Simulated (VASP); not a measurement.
Set up this calculation in VASP 6.6.1, as the native input.

| Item | Value |
| --- | --- |
| Task | relaxation of the atoms |
| Functional | r2SCAN |
| Potentials or basis | VASP PAW PBE potentials, release 64 (Be, Se) |
| Cutoff | 600 eV |
| k mesh | 10 × 10 × 10 |
| Occupations | gaussian, width 0.03 eV |
| Spin | no spin polarisation |
| Further INCAR settings | ALGO = Normal; EDIFF = 1e-07; IBRION = 2; EDIFFG = -0.01; NSW = 40 |

The structure of BeSe lies in POSCAR:

```
BeSe                                    
1.0
    0.0000000000      2.6343337102      2.6343337102
    2.6343337102      0.0000000000      2.6343337102
    2.6343337102      2.6343337102      0.0000000000
  Be              Se            
     1     1
Direct
     0.0000000000000000    0.0000000000000000    0.0000000000000000
     0.2500000000000000    0.2500000000000000    0.2500000000000000
```

The cell isn't the ideal one: a relaxed cell with its volume scaled by 1.06.

These files were run (other wordings do the same):

INCAR

```
SYSTEM = BeSe
ALGO = Normal ; EDIFF = 1E-7
EDIFFG = -0.01 ; ENCUT = 600
IBRION = 2 ; ISIF = 2
ISMEAR = 0 ; LASPH = .TRUE.
LCHARG = .FALSE. ; LMIXTAU = .TRUE.
LREAL = .FALSE. ; LWAVE = .FALSE.
METAGGA = R2SCAN ; NELM = 80
NSW = 40 ; PREC = Accurate
SIGMA = 0.03
```

KPOINTS

```
k-points
0
G
  10 10 10
  0 0 0
```

Potentials or basis: VASP PAW PBE potentials, release 64 (Be, Se).

Command:

```bash
$ cat potpaw_PBE.64/Be/POTCAR potpaw_PBE.64/Se/POTCAR > POTCAR
$ mpirun -np 1 vasp_std > vasp.out
```

Results of the run:

* Pressure after relaxing: -4.2 GPa
* Band gap on the k mesh: 3.24 eV, indirect (least direct gap 4.57 eV)

Caveat: the relaxation stopped at its first step, so nothing moved; the PAW data sets were made with another functional, which shifts forces and pressure a little.

It took 76 s on 1 thread of Intel(R) Xeon(R) Platinum 8488C (Sapphire Rapids) (shared host), peak memory 0.18 GiB.
